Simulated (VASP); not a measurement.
SiC (CsCl): one r²SCAN single-point calculation in two programs

```
Si C
1.0
     2.62012    0.00000    0.00000
     0.00000    2.62012    0.00000
     0.00000    0.00000    2.62012
Si C
1 1
Direct
  0.00000 0.00000 0.00000
  0.50000 0.50000 0.50000
```

Datasets and cutoffs are each program's own. VASP's cell holds 8 valence electrons and Ansatz's 8. Ansatz's stress includes a Pulay correction; VASP's doesn't.

Cutoffs: 520 eV in VASP, 500 eV in Ansatz. k meshes: 10×10×10 and 10×10×10.

|  | VASP | Ansatz |
| --- | --- | --- |
| gap between bands v and c | -4.20 eV (bands overlap: a metal) | -4.20 eV (bands overlap: a metal) |
| least direct gap | 0.05 eV | 0.06 eV |
| pressure | -0.1 GPa | -0.3 GPa |

Band v is the last that the valence electrons fill when counted band by band, and c is the next. Levels in eV from the top of v, Ansatz:

| point | v−1 | v | c | c+1 |
| --- | --- | --- | --- | --- |
| Γ | -2.44 | -2.44 | 0.78 | 3.91 |
| X | -0.29 | -0.29 | 4.28 | 6.11 |
| M | -9.85 | -6.86 | 1.41 | 8.41 |
| R | -6.00 | -6.00 | -2.95 | -2.95 |

VASP:

```
point    v−1      v      c    c+1
    Γ  -2.45  -2.45   0.78   3.93
    X  -0.29  -0.29   4.28   6.11
    M  -9.85  -6.87   1.41   8.41
    R  -6.00  -6.00  -2.96  -2.96
```
